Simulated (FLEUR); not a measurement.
## C: equation of state with LDA exchange alone (X-alpha)

**Measured values to compare with.**

“Equation of state of cubic boron nitride at high pressures and temperatures”, 2007, arxiv:cond-mat/0702656 quotes, for a bulk crystal of C: bulk modulus 442 ± 5 GPa.

Crystal: C.

```
C
1.0
     0.00000    1.78337    1.78337
     1.78337    0.00000    1.78337
     1.78337    1.78337    0.00000
C
2
Cartesian
  2.6751 2.6751 2.6751
  1.7834 1.7834 1.7834
```

This isn't the form of C at room conditions, which is graphite.

```yaml
Program: FLEUR MaX-R8.1 (later development tree)
Task: equation of state
Functional: LDA exchange alone (X-alpha)
Potentials_or_basis: all-electron
Basis: FLAPW
Kmax: 5.34 1/bohr
k_mesh: 13 × 13 × 13
Occupations: fermi-dirac, width 0.05 eV
Spin: no spin polarisation
Gmax: 16.6 1/bohr
Muffin-tin_radii: C 1.31 bohr
lmax: C 8
Local_orbitals_a_species: C 3
```

The equilibrium volume is 5.75 Å³/atom. The bulk modulus is 424 GPa and the pressure derivative of the bulk modulus is 3.6 (rough: it moves with the points fitted).

Energy against volume, from the lowest point:
| volume (Å³/atom) | energy (meV/atom) |
| --- | --- |
| 5.332 | 44.08 |
| 5.445 | 22.00 |
| 5.672 | 0.00 |
| 5.899 | 3.25 |
| 6.012 | 13.05 |

Against the measured bulk modulus of C, 442 GPa (quoted in “Equation of state of cubic boron nitride at high pressures and temperatures”, 2007, arxiv:cond-mat/0702656), the calculated 424 GPa is off by -4.2 %. 3 values of this kind are on record (442 to 444.8 GPa); this one was drawn at random among those near their median, those with a stated uncertainty first. The fit is for a static lattice scaled at fixed shape and fixed fractional positions. The cell as given is a measured one (5.67 Å³/atom); LDA exchange alone (X-alpha) puts the equilibrium volume +1.4 % from it, thermal expansion not counted.
